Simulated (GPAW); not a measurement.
# Al2O3 (Corundum) (R-3c) in GPAW: convergence with empty bands an atom in the response

Aim: find how far empty bands an atom in the response must go before the results for Al2O3 (Corundum) settle, at LDA. This setting moves, with any that are tied to it; all else stays.

Everything below comes from runs of GPAW 26.7.0. Logs are shortened: lines on timing, memory, paths and dates and some standing lists are left out, and cuts for length are marked. The log counts tension as positive stress, the text compression.

**1. The structure**

It takes space group R-3c (No. 167, trigonal). The conventional cell has a = 4.760 Å, b = 4.760 Å, c = 12.996 Å, α = 90.00°, β = 90.00°, γ = 120.00°. Al (site symmetry 3) is surrounded by 6 O at 1.85 to 1.97 Å. O (site symmetry 2) has 4 Al at 1.85 to 1.97 Å as nearest neighbours.

**2. With empty bands an atom in the response 2**

run.py

```python
import numpy as np
from ase import Atoms
from ase.dft.bandgap import bandgap
from ase.io import write
from gpaw import GPAW, PW
from gpaw.response.df import DielectricFunction

atoms = Atoms(['Al', 'Al', 'Al', 'Al', 'O', 'O', 'O', 'O', 'O', 'O'],
              cell=[[2.38025, 1.3742379782, 4.3318666667],
                    [-2.38025, 1.3742379782, 4.3318666667],
                    [0.0, -2.7484759565, 4.3318666667]],
              scaled_positions=[[0.85216, 0.85216, 0.85216],
                                [0.64784, 0.64784, 0.64784],
                                [0.14784, 0.14784, 0.14784],
                                [0.35216, 0.35216, 0.35216],
                                [0.05668, 0.75, 0.44332],
                                [0.75, 0.44332, 0.05668],
                                [0.44332, 0.05668, 0.75],
                                [0.94332, 0.25, 0.55668],
                                [0.25, 0.55668, 0.94332],
                                [0.55668, 0.94332, 0.25]],
              pbc=True)

calc = GPAW(mode=PW(600),
            xc='LDA',
            kpts={'size': (6, 6, 6), 'gamma': True},
            occupations={'name': 'fermi-dirac', 'width': 0.001},
            nbands=44,
            convergence={'density': 1e-06},
            maxiter=150,
            txt='gpaw.txt')
atoms.calc = calc
energy = atoms.get_potential_energy()
calc.write('gs.gpw')
write('result.traj', atoms)
print(f'Energy: {energy:.6f} eV')
print('Fermi level:', round(calc.get_fermi_level(), 4), 'eV')
print(f'Gap: {bandgap(calc)[0]:.4f} eV, direct: {bandgap(calc, direct=True)[0]:.4f} eV')

for size in [(3, 3, 3)]:
    name = 'x'.join(str(n) for n in size)
    dense = calc.fixed_density(kpts={'size': size, 'gamma': True},
                               nbands=50, convergence={'bands': 44},
                               update_fermi_level=True, txt=f'dense-{name}.txt')
    dense.write(f'{name}.gpw', mode='all')
    df = DielectricFunction(f'{name}.gpw', frequencies=np.array([0.0]), hilbert=False, eta=0.001,
                            ecut=80, nbands=44, intraband=False, txt=f'df-{name}.txt')
    for xc in ['RPA']:
        for direction in ['x', 'y', 'z', [0, 1, 1], [1, 0, 1], [1, 1, 0]]:
            e0, e = df.get_macroscopic_dielectric_constant(xc=xc, direction=direction)
            print(f'{name} {xc} {direction}: {e0:.4f} without, {e:.4f} with local fields')
```

Potentials or basis: the program's PAW data sets (release 1.2.1) made for this functional, pw.

On the command line:

```
$ OMP_NUM_THREADS=1 python run.py
```

It took 2.4 min on 1 thread of Arm Neoverse V1, shared host; peak memory 0.46 GiB.

What came out:

```
Free energy                             : -83.6304 eV
Band gap on the k mesh                  : 6.17 eV, direct
Electronic dielectric tensor (diagonal) : 2.99, 2.99, 2.97
```

**3. With empty bands an atom in the response 3**

Changes to run.py since step 2:

```diff
@@ -42,3 +42,3 @@
     dense = calc.fixed_density(kpts={'size': size, 'gamma': True},
-                               nbands=50, convergence={'bands': 44},
+                               nbands=60, convergence={'bands': 54},
                                update_fermi_level=True, txt=f'dense-{name}.txt')
@@ -46,3 +46,3 @@
     df = DielectricFunction(f'{name}.gpw', frequencies=np.array([0.0]), hilbert=False, eta=0.001,
-                            ecut=80, nbands=44, intraband=False, txt=f'df-{name}.txt')
+                            ecut=80, nbands=54, intraband=False, txt=f'df-{name}.txt')
     for xc in ['RPA']:
```

Potentials or basis: the program's PAW data sets (release 1.2.1) made for this functional, pw.

On the command line:

```
$ OMP_NUM_THREADS=1 python run.py
```

It took 2.6 min on 1 thread of Arm Neoverse V1, shared host; peak memory 0.47 GiB.

Results:

- Free energy: -83.6304 eV
- Band gap on the k mesh: 6.17 eV, direct
- Electronic dielectric tensor (diagonal): 3.12, 3.12, 3.09

**4. With empty bands an atom in the response 5**

Changes to run.py since step 3:

```diff
@@ -42,3 +42,3 @@
     dense = calc.fixed_density(kpts={'size': size, 'gamma': True},
-                               nbands=60, convergence={'bands': 54},
+                               nbands=80, convergence={'bands': 74},
                                update_fermi_level=True, txt=f'dense-{name}.txt')
@@ -46,3 +46,3 @@
     df = DielectricFunction(f'{name}.gpw', frequencies=np.array([0.0]), hilbert=False, eta=0.001,
-                            ecut=80, nbands=54, intraband=False, txt=f'df-{name}.txt')
+                            ecut=80, nbands=74, intraband=False, txt=f'df-{name}.txt')
     for xc in ['RPA']:
```

On the command line:

```
$ OMP_NUM_THREADS=1 python run.py
```

It took 3.1 min on 1 thread of Arm Neoverse V1, shared host; peak memory 0.49 GiB.

Results:

| Quantity | Value |
| --- | --- |
| Free energy | -83.6304 eV |
| Band gap on the k mesh | 6.17 eV, direct |
| Electronic dielectric tensor (diagonal) | 3.15, 3.15, 3.13 |

**5. With empty bands an atom in the response 8**

Changes to run.py since step 4:

```diff
@@ -42,3 +42,3 @@
     dense = calc.fixed_density(kpts={'size': size, 'gamma': True},
-                               nbands=80, convergence={'bands': 74},
+                               nbands=110, convergence={'bands': 104},
                                update_fermi_level=True, txt=f'dense-{name}.txt')
@@ -46,3 +46,3 @@
     df = DielectricFunction(f'{name}.gpw', frequencies=np.array([0.0]), hilbert=False, eta=0.001,
-                            ecut=80, nbands=74, intraband=False, txt=f'df-{name}.txt')
+                            ecut=80, nbands=104, intraband=False, txt=f'df-{name}.txt')
     for xc in ['RPA']:
```

On the command line:

```
$ OMP_NUM_THREADS=1 python run.py
```

Wall time 4.1 min (1 thread of Arm Neoverse V1, shared host); peak memory 0.52 GiB.

Results (log left out):

```
Free energy                             : -83.6304 eV
Band gap on the k mesh                  : 6.17 eV, direct
Electronic dielectric tensor (diagonal) : 3.17, 3.17, 3.15
```

**6. With empty bands an atom in the response 12**

Changes to run.py since step 5:

```diff
@@ -42,3 +42,3 @@
     dense = calc.fixed_density(kpts={'size': size, 'gamma': True},
-                               nbands=110, convergence={'bands': 104},
+                               nbands=150, convergence={'bands': 144},
                                update_fermi_level=True, txt=f'dense-{name}.txt')
@@ -46,3 +46,3 @@
     df = DielectricFunction(f'{name}.gpw', frequencies=np.array([0.0]), hilbert=False, eta=0.001,
-                            ecut=80, nbands=104, intraband=False, txt=f'df-{name}.txt')
+                            ecut=80, nbands=144, intraband=False, txt=f'df-{name}.txt')
     for xc in ['RPA']:
```

Potentials or basis: the program's PAW data sets (release 1.2.1) made for this functional, pw.

On the command line:

```
$ OMP_NUM_THREADS=1 python run.py
```

Wall time 5.7 min (1 thread of Arm Neoverse V1, shared host); peak memory 0.56 GiB.

It converged, with:

```yaml
Free_energy: -83.6304 eV
Band_gap_on_the_k_mesh: 6.17 eV, direct
Electronic_dielectric_tensor_diagonal: 3.17, 3.17, 3.15
```

**7. With empty bands an atom in the response 18**

Changes to run.py since step 6:

```diff
@@ -42,3 +42,3 @@
     dense = calc.fixed_density(kpts={'size': size, 'gamma': True},
-                               nbands=150, convergence={'bands': 144},
+                               nbands=210, convergence={'bands': 204},
                                update_fermi_level=True, txt=f'dense-{name}.txt')
@@ -46,3 +46,3 @@
     df = DielectricFunction(f'{name}.gpw', frequencies=np.array([0.0]), hilbert=False, eta=0.001,
-                            ecut=80, nbands=144, intraband=False, txt=f'df-{name}.txt')
+                            ecut=80, nbands=204, intraband=False, txt=f'df-{name}.txt')
     for xc in ['RPA']:
```

On the command line:

```
$ OMP_NUM_THREADS=1 python run.py
```

Wall time 8.4 min (1 thread of Arm Neoverse V1, shared host); peak memory 0.63 GiB.

Results (log left out):

```
Free energy                             : -83.6304 eV
Band gap on the k mesh                  : 6.17 eV, direct
Electronic dielectric tensor (diagonal) : 3.17, 3.17, 3.15
```

**8. With empty bands an atom in the response 26**

Changes to run.py since step 7:

```diff
@@ -42,3 +42,3 @@
     dense = calc.fixed_density(kpts={'size': size, 'gamma': True},
-                               nbands=210, convergence={'bands': 204},
+                               nbands=290, convergence={'bands': 284},
                                update_fermi_level=True, txt=f'dense-{name}.txt')
@@ -46,3 +46,3 @@
     df = DielectricFunction(f'{name}.gpw', frequencies=np.array([0.0]), hilbert=False, eta=0.001,
-                            ecut=80, nbands=204, intraband=False, txt=f'df-{name}.txt')
+                            ecut=80, nbands=284, intraband=False, txt=f'df-{name}.txt')
     for xc in ['RPA']:
```

Potentials or basis: the program's PAW data sets (release 1.2.1) made for this functional, pw.

On the command line:

```
$ OMP_NUM_THREADS=1 python run.py
```

gpaw.txt:

```text
__  _  _
 | _ |_)|_||  |
 |__||  | ||/\| - 26.7.0

Input parameters:
  mode=PW(ecut=600.0),
  convergence={'density': 1e-06},
  kpts=MonkhorstPack(size=(6, 6, 6), gamma=True),
  maxiter=150,
  nbands=44,
  occupations=Occupations(name='fermi-dirac', width=0.001),
  xc=XC(name='LDA')

Diagonalizing LCAO Hamiltonian
Converting LCAO to pw mode

            Al

           OAl
                O
         O     O
        O
            AO

            Al

Atoms  # Å, Bohr magnetons
|   | symbol |         x |         y |         z |    initial magnetic moments |
|---|--------|-----------|-----------|-----------|-----------------------------|
| 0 |     Al |  0.000000 | -0.000000 | 11.074330 | ( 0.0000,  0.0000,  0.0000) |
| 1 |     Al | -0.000000 | -0.000000 |  8.419070 | ( 0.0000,  0.0000,  0.0000) |
| 2 |     Al | -0.000000 | -0.000000 |  1.921270 | ( 0.0000,  0.0000,  0.0000) |
| 3 |     Al | -0.000000 | -0.000000 |  4.576530 | ( 0.0000,  0.0000,  0.0000) |
| 4 |      O | -1.650275 | -0.109884 |  5.414833 | ( 0.0000,  0.0000,  0.0000) |
| 5 |      O |  0.729975 |  1.484122 |  5.414833 | ( 0.0000,  0.0000,  0.0000) |
| 6 |      O |  0.920300 | -1.374238 |  5.414833 | ( 0.0000,  0.0000,  0.0000) |
| 7 |      O |  1.650275 |  0.109884 |  7.580767 | ( 0.0000,  0.0000,  0.0000) |
| 8 |      O | -0.729975 | -1.484122 |  7.580767 | ( 0.0000,  0.0000,  0.0000) |
| 9 |      O | -0.920300 |  1.374238 |  7.580767 | ( 0.0000,  0.0000,  0.0000) |

Unit cell  # Å
| periodic |         x |         y |        z |  lengths |    angles |
|----------|-----------|-----------|----------|----------|-----------|
|      yes |  2.380250 |  1.374238 | 4.331867 | 5.130223 | 55.286671 |
|      yes | -2.380250 |  1.374238 | 4.331867 | 5.130223 | 55.286671 |
|      yes |  0.000000 | -2.748476 | 4.331867 | 5.130223 | 55.286671 |

Number of symmetries: 6
Symmetry operations  # r_c * U_cc + t_c -> r_c
|   | kind |            matrix            |
|---|------|------------------------------|
| 0 |  E   |  1, 0, 0,  0, 1, 0,  0, 0, 1 |
| 1 |  C3  |  0, 1, 0,  0, 0, 1,  1, 0, 0 |
| 2 |  C3  |  0, 0, 1,  1, 0, 0,  0, 1, 0 |
| 3 |  S6  |  0, 0,-1, -1, 0, 0,  0,-1, 0 |
[... 86 lines left out ...]
    |   2p |  4.000 |      -9.195 |    0.598 |
    |    s |        |       3.459 |    0.688 |
    |    p |        |      18.016 |    0.598 |
    |    d |        |       0.000 |    0.619 |

    Using partial waves for O as LCAO basis

Reference energy: -38481.133639  # eV

eigensolver:
  PPCG
  Converge bands: occupied
  niter=2

density mixing:
  MSR1-Mixer
  Pratt-step length: 0.05
  Maximum mixing coefficient: 0.75
  Old densities: 10
  SVD Regularization: 0.005
  Good broyden scale: 1.0
  Trust region scale: 1.0
  Backstep threshold: 4.0
  History deletion threshold: 6.0
  Fourier metric: weight=20.0, sigma=0.015

occupation numbers:
  Fermi-Dirac:
    width: 0.0010  # eV

poisson solver:
  ecut: 4800.0  # eV

xc functional:
  name: None

convergence criteria:
- Maximum integral of absolute [dens]ity change: 1e-06 electrons / valence electron
- Maximum [total energy] change in last 3 cyles: 0.0005 eV / valence electron
- Maximum integral of absolute [eigenst]ate change: 4e-08 eV^2 / valence electron
maximum number of iterations: 150

SCF iterations
|iter     | |      energy | eigst |  dens |
|---------|-|-------------|-------|-------|
|iter:   1| |  -90.475625 | +0.17 |       |
|iter:   2| |  -88.804042 | -1.99 | -0.72 |
|iter:   3| |  -83.656235 | -1.14 | -0.78 |
|iter:   4| |  -83.627844 | -2.91 | -1.36 |
|iter:   5| |  -83.630253 | -3.89 | -1.67 |
|iter:   6| |  -83.630348c| -6.05 | -2.93 |
|iter:   7| |  -83.630358c| -7.01 | -3.37 |
|iter:   8| |  -83.630358c| -7.62c| -4.64 |
|iter:   9| |  -83.630358c| -8.75c| -5.32 |
|iter:  10| |  -83.630358c| -9.91c| -6.12c|

Converged in 10 steps
Energy contributions relative to reference atoms: (reference = -38481.133639)

Energy contributions:
  Kinetic:          81.955570
  Coulomb:         -71.997448
  Zero:              0.823699
  External:          0.000000
  Xc:              -94.412179
  Entropy:          -0.000000
  Spinorbit:         0.000000
  ----------------------------
  Free energy:     -83.630358
  Extrapolated:    -83.630358

dipole moment: (-0.000000, -0.000000, -0.000003)  # |e|*Ang

Fermi level: 7.409
Eigenvalues  # (at kpt = [0.000, 0.000, 0.000])
| band index |      eig [eV] | occ [0-2] |
|------------|---------------|-----------|
|          0 |       -13.123 |     2.000 |
|        ... |               |           |
|         16 |         4.461 |     2.000 |
|         17 |         4.593 |     2.000 |
|         18 |         4.593 |     2.000 |
|         19 |         5.403 |     2.000 |
|         20 |         5.403 |     2.000 |
|         21 |         5.875 |     2.000 |
[... 8 lines left out ...]
|         30 |        18.044 |     0.000 |
|         31 |        18.044 |     0.000 |
|        ... |               |           |
|         43 |        25.385 |     0.000 |

Gap: 6.167 eV
Transition (v -> c):
  (s=0, k=0, n=23, [0.00, 0.00, 0.00]) -> (s=0, k=0, n=24, [0.00, 0.00, 0.00])
No difference between direct/indirect transitions
# Writing to gs.gpw (mode='')
```

Wall time 19 min (1 thread of Arm Neoverse V1, shared host); peak memory 0.7 GiB.

Results:

```yaml
Free_energy: -83.6304 eV
Band_gap_on_the_k_mesh: 6.17 eV, direct
Electronic_dielectric_tensor_diagonal: 3.17, 3.17, 3.15
```

**9. Result**

```csv
empty bands an atom in the response,dielectric constant,SCF cycles,CPU time (s),peak memory (GiB)
2,2.985,10,150,0.46
3,3.107,10,150,0.47
5,3.146,10,180,0.49
8,3.160,10,240,0.52
12,3.163,10,340,0.56
18,3.165,10,500,0.63
26,3.166,10,1100,0.7
```

Against the tightest run, the dielectric constant stays within 0.05 from 5 on. The tightest run that finished is the yardstick and may itself not be fully converged.

Caveats: all runs use coarse meshes; the long-wavelength limit can be off by a per cent or two; an odd mesh through Γ misses points on the zone boundary, where band edges often lie.
